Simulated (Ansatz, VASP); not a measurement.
# Two plane-wave programs on As

```
CELL_PARAMETERS angstrom
2.70368 0.00000 0.00000
0.00000 2.70368 0.00000
0.00000 0.00000 2.70368
ATOMIC_POSITIONS crystal
As 0.50000 0.50000 0.50000
```

This isn't the form of As at room conditions, which is rhombohedral.

Alike in both runs: task single point; functional PBE; k mesh 10 × 10 × 10; occupations gaussian, width 0.028 eV; no spin polarisation.

|  | VASP | Ansatz |
| --- | --- | --- |
| version | VASP 6.6.1 | Ansatz 0.2.0 |
| potentials or method | VASP PAW PBE potentials, release 64 (As) | Ansatz PAW |
| plane-wave cutoff (eV) | 520 | 420 |
| valence electrons in the cell | 5 | 15 |

```csv
,VASP,Ansatz,Ansatz less VASP
gap on the k mesh at the Fermi level (eV),none,none,-
pressure (GPa),2.4,2.2,-0.20
```

A gap of «none» marks a metal or a gap that the smearing closes. The two sets of potentials don't hold the same shells in valence.
